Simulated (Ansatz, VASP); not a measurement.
# LiCl: VASP beside Ansatz, part 2 of 3

Aim: how closely do two programs agree when they are given the same cell, functional and k mesh? The cell is taken from a series of runs on this material, whose earlier steps may have relaxed, scaled, displaced or heated it; both programs get it as it stands.

VASP 6.6.1 and Ansatz 0.2.0.

So far: The starting structure; VASP: zone-centre phonons, LDA.

## (2) VASP: zone-centre phonons, LDA (continued)

Level of this step: LDA; plane waves and PAW (Cl, Li_sv) (VASP).

From OUTCAR (step 2):

```text
ion  position               nearest neighbor table
   1  0.500  0.500  0.223-   4 2.40   3 2.43   3 2.43   3 2.43   3 2.43
   2  0.000  0.000  0.315-   3 2.40   4 2.43   4 2.43   4 2.43   4 2.43
   3  0.000  0.000  0.232-   2 2.40   1 2.43   1 2.43   1 2.43   1 2.43
   4  0.500  0.500  0.306-   1 2.40   2 2.43   2 2.43   2 2.43   2 2.43

  LATTYP: Found a simple tetragonal cell.
 ALAT       =     3.4101316378
 C/A-ratio  =     8.4864849085

 Subroutine GETGRP returns: Found 16 space group operations
 (whereof  8 operations were pure point group operations)

The static configuration has the point symmetry C_4v.
 The point group associated with its full space group is D_4h.

 Found     15 irreducible k-points:

   k-points           NKPTS =     15   k-points in BZ     NKDIM =     15   number of bands    NBANDS=     16

   dimension x,y,z NGX =    30 NGY =   30 NGZ =  270
   dimension x,y,z NGXF=    60 NGYF=   60 NGZF=  540

   ENCUT  =  750.0 eV  55.12 Ry    7.42 a.u.   7.61  7.61 64.62*2*pi/ulx,y,z

   NELECT =      20.0000    total number of electrons

 k-points in reciprocal lattice and weights: Automatic mesh
   0.00000000  0.00000000  0.00000000       0.016
   0.12500000  0.00000000  0.00000000       0.062
   0.25000000  0.00000000  0.00000000       0.062
   0.37500000  0.00000000  0.00000000       0.062
   0.50000000  0.00000000  0.00000000       0.031
   0.12500000  0.12500000  0.00000000       0.062
   0.25000000  0.12500000  0.00000000       0.125
   0.37500000  0.12500000  0.00000000       0.125
   0.50000000  0.12500000  0.00000000       0.062
[...]
0.50000000  0.37500000  0.00000000       0.062
   0.50000000  0.50000000  0.00000000       0.016

 average (electrostatic) potential at core
       1-102.8167       2-102.8167       3 -70.9042       4 -70.9042

  Total       -0.0263748     -0.0263748     -0.0268262      0.0000000     -0.0000000      0.0000000
  in kB       -0.1255622     -0.1255622     -0.1277108      0.0000000     -0.0000000      0.0000000
  external PRESSURE =      -0.1262784 kB  Pullay stress =       0.0000000 kB

  energy-cutoff  :      750.00
  volume of cell :      336.54
      direct lattice vectors                 reciprocal lattice vectors
     2.411327206  2.411327206  0.000000000     0.207354688  0.207354688  0.000000000
    -2.411327206  2.411327206  0.000000000    -0.207354688  0.207354688  0.000000000
     0.000000000  0.000000000 28.940030680     0.000000000  0.000000000  0.034554214

 POSITION                                       TOTAL-FORCE (eV/Angst)
 -----------------------------------------------------------------------------------
      0.00000      2.41133      6.45497        -0.000000     -0.000000     -0.000856
      0.00000      0.00000      9.11503         0.000000      0.000000      0.000856
      0.00000      0.00000      6.71396        -0.000000     -0.000000      0.000121
      0.00000      2.41133      8.85604         0.000000      0.000000     -0.000121
 -----------------------------------------------------------------------------------
    total drift:                                0.000000      0.000000      0.000040

 Eigenvectors and eigenvalues of the dynamical matrix
 ----------------------------------------------------

   1 f  =   11.164210 THz    70.146802 2PiTHz  372.397970 cm-1    46.171443 meV
             X         Y         Z           dx          dy          dz
      0.000000  2.411327  6.454968     0.000000   -0.000000   -0.284629
      0.000000  0.000000  9.115032    -0.000000    0.000000   -0.284629
      0.000000  0.000000  6.713960    -0.000000    0.000000    0.647292
      0.000000  2.411327  8.856040     0.000000   -0.000000    0.647292

   2 f  =    8.833604 THz    55.503174 2PiTHz  294.657329 cm-1    36.532836 meV
             X         Y         Z           dx          dy          dz
      0.000000  2.411327  6.454968     0.088448    0.194239   -0.000000
      0.000000  0.000000  9.115032    -0.088448   -0.194239    0.000000
      0.000000  0.000000  6.713960    -0.279367   -0.613516   -0.000000
      0.000000  2.411327  8.856040     0.279367    0.613516    0.000000

   3 f  =    8.833604 THz    55.503174 2PiTHz  294.657329 cm-1    36.532836 meV
             X         Y         Z           dx          dy          dz
      0.000000  2.411327  6.454968    -0.194239    0.088448   -0.000000
      0.000000  0.000000  9.115032     0.194239   -0.088448    0.000000
      0.000000  0.000000  6.713960     0.613516   -0.279367   -0.000000
      0.000000  2.411327  8.856040    -0.613516    0.279367    0.000000

   4 f  =    8.627261 THz    54.206678 2PiTHz  287.774442 cm-1    35.679467 meV
             X         Y         Z           dx          dy          dz
      0.000000  2.411327  6.454968    -0.000000    0.000000    0.046682
      0.000000  0.000000  9.115032     0.000000   -0.000000   -0.046682
      0.000000  0.000000  6.713960     0.000000   -0.000000    0.705564
      0.000000  2.411327  8.856040    -0.000000    0.000000   -0.705564

   5 f  =    8.144996 THz    51.176517 2PiTHz  271.687809 cm-1    33.684980 meV
             X         Y         Z           dx          dy          dz
      0.000000  2.411327  6.454968     0.274234   -0.096618   -0.000000
      0.000000  0.000000  9.115032     0.274234   -0.096618    0.000000
      0.000000  0.000000  6.713960    -0.607934    0.214188    0.000000
      0.000000  2.411327  8.856040    -0.607934    0.214188   -0.000000

   6 f  =    8.144996 THz    51.176517 2PiTHz  271.687809 cm-1    33.684980 meV
             X         Y         Z           dx          dy          dz
      0.000000  2.411327  6.454968    -0.096618   -0.274234   -0.000000
      0.000000  0.000000  9.115032    -0.096618   -0.274234    0.000000
      0.000000  0.000000  6.713960     0.214188    0.607934   -0.000000
      0.000000  2.411327  8.856040     0.214188    0.607934   -0.000000

   7 f  =    5.063785 THz    31.816698 2PiTHz  168.909676 cm-1    20.942121 meV
             X         Y         Z           dx          dy          dz
      0.000000  2.411327  6.454968    -0.000000    0.000000    0.705564
      0.000000  0.000000  9.115032     0.000000   -0.000000   -0.705564
      0.000000  0.000000  6.713960    -0.000000    0.000000   -0.046682
      0.000000  2.411327  8.856040     0.000000    0.000000    0.046682

   8 f  =    3.526585 THz    22.158188 2PiTHz  117.634217 cm-1    14.584778 meV
             X         Y         Z           dx          dy          dz
      0.000000  2.411327  6.454968     0.383426   -0.554466    0.000000
      0.000000  0.000000  9.115032    -0.383426    0.554466   -0.000000
      0.000000  0.000000  6.713960     0.121392   -0.175544    0.000000
      0.000000  2.411327  8.856040    -0.121392    0.175544    0.000000

   9 f  =    3.526585 THz    22.158188 2PiTHz  117.634217 cm-1    14.584778 meV
             X         Y         Z           dx          dy          dz
      0.000000  2.411327  6.454968     0.554466    0.383426    0.000000
      0.000000  0.000000  9.115032    -0.554466   -0.383426   -0.000000
      0.000000  0.000000  6.713960     0.175544    0.121392    0.000000
      0.000000  2.411327  8.856040    -0.175544   -0.121392    0.000000

  10 f/i=    0.043598 THz     0.273934 2PiTHz    1.454273 cm-1     0.180307 meV
             X         Y         Z           dx          dy          dz
      0.000000  2.411327  6.454968     0.542117    0.348668    0.000000
      0.000000  0.000000  9.115032     0.542117    0.348668    0.000000
      0.000000  0.000000  6.713960     0.244544    0.157281    0.000000
      0.000000  2.411327  8.856040     0.244544    0.157281    0.000000

  11 f/i=    0.043598 THz     0.273934 2PiTHz    1.454273 cm-1     0.180307 meV
             X         Y         Z           dx          dy          dz
      0.000000  2.411327  6.454968    -0.348668    0.542117   -0.000000
      0.000000  0.000000  9.115032    -0.348668    0.542117   -0.000000
      0.000000  0.000000  6.713960    -0.157281    0.244544   -0.000000
      0.000000  2.411327  8.856040    -0.157281    0.244544   -0.000000

  12 f/i=    0.046148 THz     0.289955 2PiTHz    1.539324 cm-1     0.190852 meV
             X         Y         Z           dx          dy          dz
      0.000000  2.411327  6.454968     0.000000   -0.000000   -0.647292
      0.000000  0.000000  9.115032     0.000000   -0.000000   -0.647292
      0.000000  0.000000  6.713960     0.000000   -0.000000   -0.284629
      0.000000  2.411327  8.856040     0.000000   -0.000000   -0.284629

 ELASTIC MODULI CONTR FROM IONIC RELAXATION (kBar)
 Direction    XX          YY          ZZ          XY          YZ          ZX
 --------------------------------------------------------------------------------
 XX          -5.4860     -5.4860    -19.1701      0.0000      0.0000      0.0000
 YY          -5.4860     -5.4860    -19.1701      0.0000      0.0000      0.0000
 ZZ         -19.1701    -19.1701    -91.3472      0.0000      0.0000     -0.0000
 XY           0.0000      0.0000      0.0000      0.0000      0.0000      0.0000
 YZ           0.0000      0.0000      0.0000      0.0000    -24.2968      0.0000
 ZX           0.0000      0.0000     -0.0000      0.0000      0.0000    -20.3443
 --------------------------------------------------------------------------------
```

The gap is read on the k-mesh alone, so it is an upper bound where the band edges lie off the mesh.

(Continued in part 3 of 3.)

[Lines on the potential files, build, host, timing and source positions are cut from VASP's logs without a mark.]

[Logs are printed without paths, hosts, clocks, repeated set-up lines and the standing remarks that a program may print on its own settings, such as how far it seeks lower states.]

[Hosts, paths, dates, database ids (printed as entryN), source tags and the programs' standing remarks are cut or masked in the printed files.]
